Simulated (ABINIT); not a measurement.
Crystal: InP.

```xyz
2
Lattice="0.0000 2.9305 2.9305 2.9305 0.0000 2.9305 2.9305 2.9305 0.0000" Properties=species:S:1:pos:R:3 pbc="T T T"
In    0.0000    0.0000    0.0000
P     4.3957    4.3957    4.3957
```

Base run:

- Program: ABINIT 10.8.3 (patched build)
- Functional: PBEsol
- Potentials or basis: PseudoDojo NC SR PBEsol v0.4.1 standard
- Cutoff: 844 eV
- k mesh: 6 × 6 × 6
- Occupations: fermi-dirac, width 0.05 eV
- Spin: no spin polarisation

Its results: band gap on the k mesh 0.61 eV, direct.

Task: The run is repeated on the same cell with these changes: functional from PBEsol to PBE; potentials or basis from PseudoDojo NC SR PBEsol v0.4.1 standard to PseudoDojo NC SR PBE v0.4.1 standard. What comes out?

Result: Band gap on the k mesh 0.71 eV, direct.

Caveats: spin-orbit coupling is left out, which moves the levels of the heavy elements.

